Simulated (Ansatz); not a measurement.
# Cs: the cost of one run

Computed with Ansatz 0.2.0 (DFT, PBE, plane-wave PAW, default files, scalar-relativistic, unless a step's input says otherwise).

## (1) Starting point

The structure is orthorhombic, space group Pbcm (No. 57). Conventional cell: a = 5.477 Å, b = 9.903 Å, c = 9.207 Å, α = 90.00°, β = 90.00°, γ = 90.00°.

As a file:

```xyz
4
Lattice="5.4771 0.0000 0.0000 0.0000 9.9029 0.0000 0.0000 0.0000 9.2071" Properties=species:S:1:pos:R:3 pbc="T T T"
Cs    4.0277    6.0109    6.9053
Cs    1.4494    3.8920    2.3018
Cs    4.0277    8.8434    2.3018
Cs    1.4494    1.0595    6.9053
```

## (2) Single point at the given positions

The input, input.yaml:

```yaml
crystal:
  lattice:
    - [5.47713187, 0.0, 0.0]
    - [0.0, 9.90287917, 0.0]
    - [0.0, 0.0, 9.20708993]
  atoms:
    - { symbol: Cs, position: [0.7353681, 0.60698624, 0.75] }
    - { symbol: Cs, position: [0.2646319, 0.39301376, 0.25] }
    - { symbol: Cs, position: [0.7353681, 0.89301376, 0.25] }
    - { symbol: Cs, position: [0.2646319, 0.10698624, 0.75] }
kpoints:
  mp_grid: { grid: [5, 3, 3] }
scf:
  occupations: { method: fermi_dirac, width: 0.05 }
hamiltonian:
  xc: pbe
  pseudopotentials: { kind: paw }
output:
  forces: true
  stress: true
  populations: true
  efg:
    quadrupole_moments_barn: { Cs: -0.00343 }
    contact_densities: true
```

The run is started by

```sh
> ansatz run input.yaml --threads 1 --pin off --max-ram 2560MiB --backend cpu --events-out ev --progress --plain --runs-dir out
```

**Question.** How long does this run take on 1 thread of Arm Neoverse V2, shared host, and how much memory does it need?

About 12 s, with a peak of 0.63 GiB.
